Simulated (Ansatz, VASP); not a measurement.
# One calculation of BP, two programs

```
B P
1.0
     0.00000    2.27410    2.27410
     2.27410    0.00000    2.27410
     2.27410    2.27410    0.00000
B P
1 1
Direct
  0.00000 0.00000 0.00000
  0.25000 0.25000 0.25000
```

Alike in both runs: functional PBE; k mesh 10 × 10 × 10; occupations gaussian, width 0.02 eV; no spin polarisation.

Ansatz relaxed the structure, and its values are those at the end. VASP's run is a single point on that final structure, the one shown.

|  | VASP | Ansatz |
| --- | --- | --- |
| version | VASP 6.6.1 | Ansatz 0.2.0 |
| potentials or method | VASP PAW PBE potentials, release 64 (B, P) | scalar-relativistic, plane waves, PAW |
| plane-wave cutoff (eV) | 520 | 420 |
| valence electrons in the cell | 8 | 8 |

```tsv
	VASP	Ansatz	Ansatz less VASP
gap on the k mesh at the Fermi level (eV)	1.25	1.25	+0.004
least direct gap on the mesh (eV)	3.39	3.39	+0.003
pressure (GPa)	-0.2	0.0	+0.23
```

A k mesh can miss the band edges.
